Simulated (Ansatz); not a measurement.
# C: the cost of one run

Program: Ansatz 0.2.0. Level of theory: DFT PBE, plane waves, PAW, scalar-relativistic, no spin polarisation. These are calculated values, not measurements.

1 further run of the same task is left out (it didn't finish).

## (1) The structure to begin with

The cell holds 18 atoms (C18): a = 7.398 Å, b = 7.398 Å, c = 12.000 Å, α = 90.00°, β = 90.00°, γ = 120.00°.

Its coordinates follow in the input file.

## (2) Preparing the start

input.yaml reads:

```yaml
accuracy: low
crystal:
  lattice:
    - [7.398, 0.0, 0.0]
    - [-3.699, 6.406856, 0.0]
    - [0.0, 0.0, 12.0]
  atoms:
    - { symbol: C, position: [0.0, 0.0, 0.0833333] }
    - { symbol: C, position: [0.2222222, 0.1111111, 0.0833333] }
    - { symbol: C, position: [0.0, 0.3333333, 0.0833333] }
    - { symbol: C, position: [0.2222222, 0.4444444, 0.0833333] }
    - { symbol: C, position: [0.0, 0.6666667, 0.0833333] }
    - { symbol: C, position: [0.2222222, 0.7777778, 0.0833333] }
    - { symbol: C, position: [0.3333333, 0.0, 0.0833333] }
    - { symbol: C, position: [0.5555556, 0.1111111, 0.0833333] }
    - { symbol: C, position: [0.3333333, 0.3333333, 0.0833333] }
    - { symbol: C, position: [0.5555556, 0.4444444, 0.0833333] }
    - { symbol: C, position: [0.3333333, 0.6666667, 0.0833333] }
    - { symbol: C, position: [0.5555556, 0.7777778, 0.0833333] }
    - { symbol: C, position: [0.6666667, 0.0, 0.0833333] }
    - { symbol: C, position: [0.8888889, 0.1111111, 0.0833333] }
    - { symbol: C, position: [0.6666667, 0.3333333, 0.0833333] }
    - { symbol: C, position: [0.8888889, 0.4444444, 0.0833333] }
    - { symbol: C, position: [0.6666667, 0.6666667, 0.0833333] }
    - { symbol: C, position: [0.8888889, 0.7777778, 0.0833333] }
basis:
  ecutwfc: 420.0
kpoints:
  mp_grid: { grid: [2, 2, 1] }
hamiltonian:
  xc: pbe
scf:
  occupations: { method: fermi_dirac, width: 0.02 }
  lower_state_search: "off"
relax:
  f_tol: 0.08
  max_steps: 25
  adjacent_minimum: "off"
output:
  write_density: true
  write_potential: true
  elf: true
  volumetric_format: npy
```

The run is started by

```bash
$ ansatz run input.yaml --threads 1 --pin off --max-ram 3072MiB --backend cpu --events-out ev --progress --plain --runs-dir out
```

**Question.** How long does this run take on 1 thread of Intel Xeon Platinum 8488C (Sapphire Rapids), shared host, and how much memory does it need?

About 5.4 s, with a peak of 0.63 GiB.
